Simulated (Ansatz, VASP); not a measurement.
Given: the input of a run of VASP 6.6.1 on MgO.

File INCAR:

```
SYSTEM = MgO
ALGO     = Normal         ! electronic algorithm
EDIFF    = 1E-6           ! SCF threshold, eV
ENCUT    = 520            ! plane-wave cutoff, eV
GGA      = CA             ! functional
ISIF     = 2              ! what is computed and relaxed
ISMEAR   = -5             ! smearing method
LASPH    = .True.         ! aspherical terms in the spheres
LCHARG   = .False.        ! write CHGCAR
LREAL    = .False.        ! projectors in reciprocal space
LWAVE    = .False.        ! write WAVECAR
NBANDS   = 11             ! bands
NELM     = 60             ! most SCF steps
PREC     = Accurate       ! precision mode
SIGMA    = 0.05           ! smearing width, eV
```

File KPOINTS:

```
k-points
0
Gamma
  11 11 11
  0 0 0
```

File POSCAR:

```
MgO
1.0
    0.0000000000      2.1245966808      2.1245966808
    2.1245966808      0.0000000000      2.1245966808
    2.1245966808      2.1245966808      0.0000000000
Mg O
1 1
Direct
    0.0000000000      0.0000000000      0.0000000000
    0.5000000000      0.5000000000      0.5000000000
```

Potentials or basis: VASP PAW LDA potentials, release 64 (Mg, O).

Launch:

```bash
$ cat potpaw_LDA.64/Mg/POTCAR potpaw_LDA.64/O/POTCAR > POTCAR
$ mpirun -np 1 vasp_std > vasp.out
```

Set up the same calculation for Ansatz 0.2.0. Potentials there: all-electron LAPW, scalar-relativistic.

As run (the cutoff follows the program's own potentials):

File input.yaml:

```yaml
crystal:
  lattice:
    - [0.0, 2.1245966808, 2.1245966808]
    - [2.1245966808, 0.0, 2.1245966808]
    - [2.1245966808, 2.1245966808, 0.0]
  atoms:
    - { symbol: Mg, position: [0.0, 0.0, 0.0] }
    - { symbol: O, position: [0.5, 0.5, 0.5] }
kpoints:
  mp_grid: { grid: [11, 11, 11] }
scf:
  occupations: { method: tetrahedron }
hamiltonian:
  xc: lda
  pseudopotentials: { kind: all_electron, lapw: { basis_error: 0.001 } }
output:
  forces: true
  stress: true
  eigenvalues: true
```

Potentials or basis: all-electron LAPW, scalar-relativistic.

Launch:

```bash
$ ansatz run input.yaml --threads 1 --pin off --max-ram 3072MiB --backend cpu --events-out ev --progress --plain --runs-dir out
```

Both were run:

|  | VASP | Ansatz | Ansatz less VASP |
| --- | --- | --- | --- |
| gap on the k mesh at the Fermi level (eV) | 4.40 | 4.41 | +0.003 |
| least direct gap on the mesh (eV) | 4.40 | 4.41 | +0.003 |
| pressure (GPa) | -11.4 | -9.5 | +1.87 |

Ansatz ran all-electron here, so the differences hold the error of VASP's frozen core and of both bases.

Caveats: with tetrahedron occupations forces and stress needn't match the slope of the energy (Ansatz).
